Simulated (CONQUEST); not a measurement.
The system is PbSe (Clausthalite).

```
Pb Se
1.0
     4.32841    0.00000    0.00000
     0.00000    4.32841    0.00000
     0.00000    0.00000    6.12130
Pb Se
2 2
Direct
  0.00000 0.00000 0.00000
  0.50000 0.50000 0.50000
  0.00000 0.00000 0.50000
  0.50000 0.50000 0.00000
```

Base run:

```yaml
Program: CONQUEST 1.3
Functional: PBE
Potentials_or_basis: PseudoDojo NC PBE, SZP, grid cutoff 120 Ha
k_mesh: 6 × 6 × 5
Occupations: fermi-dirac, width 0.05 eV
Spin: no spin polarisation
```

Its results: pressure 3.5 GPa.

Question: After a change of settings the same cell gave: pressure 6.2 GPa. Which change was it?
A. potentials or basis from PseudoDojo NC PBE, SZP, grid cutoff 120 Ha to PseudoDojo NC PBE, DZP, grid cutoff 120 Ha
B. potentials or basis from PseudoDojo NC PBE, SZP, grid cutoff 120 Ha to PseudoDojo NC PBE, DZ, grid cutoff 120 Ha
C. potentials or basis from PseudoDojo NC PBE, SZP, grid cutoff 120 Ha to PseudoDojo NC PBE, SZ, grid cutoff 120 Ha

Answer: C.

Caveats: the atomic basis is small; the basis of atomic orbitals isn't converged, which shifts pressures, moduli and gaps; the real-space grid breaks the cell's symmetry a little; the box holds several primitive cells, so bands are folded and the points are those of the box's own zone (some runs).
